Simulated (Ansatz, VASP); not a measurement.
Si in VASP and in Ansatz

```
Si
1.0
     0.00000    8.14068    8.14068
     8.14068    0.00000    8.14068
     8.14068    8.14068    0.00000
Si
54
Direct
  0.25000 0.25000 0.25000
  0.25000 0.25000 0.58333
  0.25000 0.25000 0.91667
  0.25000 0.58333 0.25000
  0.25000 0.58333 0.58333
  0.25000 0.58333 0.91667
  0.25000 0.91667 0.25000
  0.25000 0.91667 0.58333
  0.25000 0.91667 0.91667
  0.58333 0.25000 0.25000
  0.58333 0.25000 0.58333
  0.58333 0.25000 0.91667
  0.58333 0.58333 0.25000
  0.58333 0.58333 0.58333
  0.58333 0.58333 0.91667
  0.58333 0.91667 0.25000
  0.58333 0.91667 0.58333
  0.58333 0.91667 0.91667
  0.91667 0.25000 0.25000
  0.91667 0.25000 0.58333
  0.91667 0.25000 0.91667
  0.91667 0.58333 0.25000
  0.91667 0.58333 0.58333
  0.91667 0.58333 0.91667
  0.91667 0.91667 0.25000
  0.91667 0.91667 0.58333
  0.91667 0.91667 0.91667
  0.16667 0.16667 0.16667
  0.16667 0.16667 0.50000
  0.16667 0.16667 0.83333
  0.16667 0.50000 0.16667
  0.16667 0.50000 0.50000
  0.16667 0.50000 0.83333
  0.16667 0.83333 0.16667
  0.16667 0.83333 0.50000
  0.16667 0.83333 0.83333
  0.50000 0.16667 0.16667
  0.50000 0.16667 0.50000
  0.50000 0.16667 0.83333
  0.50000 0.50000 0.16667
  0.50000 0.50000 0.50000
  0.50000 0.50000 0.83333
  0.50000 0.83333 0.16667
  0.50000 0.83333 0.50000
  0.50000 0.83333 0.83333
  0.83333 0.16667 0.16667
  0.83333 0.16667 0.50000
  0.83333 0.16667 0.83333
  0.83333 0.50000 0.16667
  0.83333 0.50000 0.50000
  0.83333 0.50000 0.83333
  0.83333 0.83333 0.16667
  0.83333 0.83333 0.50000
  0.83333 0.83333 0.83333
```

Alike in both runs: task single point; functional PBE; k mesh 1 × 1 × 1; occupations gaussian, width 0.05 eV; no spin polarisation.

|  | VASP | Ansatz |
| --- | --- | --- |
| version | VASP 6.6.1 | Ansatz 0.2.0 |
| potentials or method | VASP PAW PBE potentials, release 64 (Si) | scalar-relativistic, plane waves, PAW |
| plane-wave cutoff (eV) | 520 | 420 |
| valence electrons in the cell | 216 | 216 |

|  | VASP | Ansatz | Ansatz less VASP |
| --- | --- | --- | --- |
| gap on the k mesh at the Fermi level (eV) | 0.69 | 0.68 | -0.003 |

Ansatz warned: «structure_snapped_to_symmetry».

Caveats: the k mesh is coarse (spacing up to 0.67 Å⁻¹), so the values aren't converged; an odd mesh through Γ misses points on the zone boundary, where band edges often lie. A hybrid or GW would open this gap; PBE tends to underestimate it.
